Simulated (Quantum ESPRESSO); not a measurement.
**LiH in Quantum ESPRESSO: the effect of target pressure**

LiH:

```
Li H
1.0
     0.00000    2.03675    2.03675
     2.03675    0.00000    2.03675
     2.03675    2.03675    0.00000
Li H
1 1
Direct
  0.00000 0.00000 0.00000
  0.50000 0.50000 0.50000
```

Alike in all runs:

```yaml
Program: Quantum ESPRESSO 7.5
Task: phonons
Functional: PBE
Potentials_or_basis: GBRV 1.5 PBE
Cutoff: 612 eV
Density_cutoff: 4898 eV
k_mesh: 6 × 6 × 6, shifted
Occupations: fermi-dirac, width 0.05 eV
Spin: no spin polarisation
```

Each run relaxes the cell or the atoms first.

One run gave: relaxed volume 7.17 Å³/atom; dielectric constant 4.30 mean; highest phonon frequency 703 cm⁻¹. Which target pressure did it use?
A. 20 GPa
B. 5 GPa
C. 10 GPa
D. 0 GPa
E. 40 GPa

B.

| target pressure | relaxed volume (Å³/atom) | dielectric constant (mean) | highest phonon frequency (cm⁻¹) |
| --- | --- | --- | --- |
| 0 GPa | 8.04 | 4.19 | 587 |
| 5 GPa | 7.17 | 4.30 | 703 |
| 10 GPa | 6.59 | 4.39 | 790 |
| 20 GPa | 5.82 | 4.50 | 921 |
| 40 GPa | 4.93 | 4.62 | 1107 |

Caveats: the volume moved by over 15 % at a fixed basis, so the end points are rough (some runs); the cell is more than 3 GPa from zero pressure, which shifts response properties (some runs).
